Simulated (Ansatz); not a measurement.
Rows from a G0W0 calculation on MoTe2/MoTe2/MoTe2 (multilayer of trigonal-prismatic sheets) (Ansatz 0.2.0; G0W0 on PBEsol, plane waves, PAW; 9×9×1 mesh, 777 empty bands, screening to 70 eV), in eV. Spin-orbit coupling is left out.

| row | Σx | Σc | Vxc | Z |
| --- | --- | --- | --- | --- |
| A | -13.81 | -3.44 | -17.79 | 0.73 |
| B | -12.72 | -3.87 | -17.05 | 0.73 |
| C | -18.50 | 0.39 | -18.33 | 0.73 |
| D | -17.41 | 0.66 | -16.82 | 0.75 |
| E | -18.40 | 0.77 | -17.83 | 0.72 |
| F | -13.90 | -3.29 | -17.72 | 0.73 |

Question: Which rows are filled states and which are empty ones, and how can one tell?

Filled: C, D and E. Empty: A, B and F. The sign of Σc tells: for a filled state bare exchange, which holds its interaction with itself, lies below Vxc (Σx − Vxc is -0.2 eV or lower here) and screening gives part back as a positive Σc. For an empty state Σx lies above Vxc (+3.8 eV or more) and the Coulomb hole leaves Σc negative.

[Runs of the session that timed out or met a known fault of the program may be left out.]

[Cells called generated may have been cut or substituted from an entry of the Crystallography Open Database or the Materials Project.]

[Hosts, paths, dates, database ids (printed as entryN), source tags and the programs' standing remarks are cut or masked in the printed files.]
